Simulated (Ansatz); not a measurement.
A run of Ansatz 0.2.0 is set up as follows.

Contents of input.yaml:

```yaml
crystal:
  lattice:
    - [2.7036817444, 0.0, 0.0]
    - [0.0, 2.7036817444, 0.0]
    - [0.0, 0.0, 2.7036817444]
  atoms:
    - { symbol: As, position: [0.5, 0.5, 0.5] }
hamiltonian:
  xc: pbe
  pseudopotentials: { kind: paw }
kpoints:
  mp_grid: { grid: [10, 10, 10] }
scf:
  occupations: { method: gaussian, width: 0.026 }
output:
  forces: true
  stress: true
  eigenvalues: true
```

Potentials or basis: Ansatz PAW.

Run with:

```sh
$ ansatz run input.yaml --threads 2 --pin off --max-ram 5632MiB --backend cpu --events-out ev --progress --plain --runs-dir out
```

(1) Estimate the band gap on the k mesh.

(2) What does it give for the pressure?

Answers

(1) none (metal or under the smearing width).

(2) 2.3 GPa.
